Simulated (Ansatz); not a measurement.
**Be under changes of volume**

One of the cells (8.105 Å³/atom); the others are scaled copies at fixed shape and fractional positions:

```xyz
2
Lattice="2.2853 0.0000 0.0000 -1.1426 1.9791 0.0000 0.0000 0.0000 3.5842" Properties=species:S:1:pos:R:3 pbc="T T T"
Be    1.1427    0.6597    2.6882
Be    0.0000    1.3194    0.8961
```

```yaml
Program: Ansatz 0.2.0
Functional: LDA
Potentials_or_basis: Ansatz PAW
Cutoff: "420 eV (not typed: the program's choice for these potentials)"
k_mesh: 13 × 13 × 8
Occupations: fermi-dirac, width 0.05 eV
Spin: no spin polarisation
```

```csv
volume (Å³/atom),energy over the lowest point (meV/atom),pressure (GPa)
7.619,0.00,-1.1
7.781,2.43,-3.7
7.943,7.37,-6.0
8.105,?,?
8.268,23.93,-10.2
8.430,35.17,-12.0
8.592,48.16,-13.6
```

Q: What does the run at 8.105 Å³/atom give?

A: Energy over the lowest point 14.60 meV/atom; pressure -8.2 GPa.

Worked out: A Birch-Murnaghan fit of order 3 (a polynomial in V^(-2/3)) to the other rows has its minimum at 7.55 Å³/atom, just outside them, with B0 = V·E''(V) = 129 GPa and B' = 3.0 at fixed shape and positions, which overstates the stiffness. It gives 14.57 meV/atom at 8.105 Å³/atom, against the run's 14.60, and -dE/dV = -8.2 GPa, against -8.2.

Energies are extrapolated to zero smearing.

Caveats: the PAW data sets come from PBE, with cores solved anew for the run's functional, which leaves a small shift of forces and pressure.
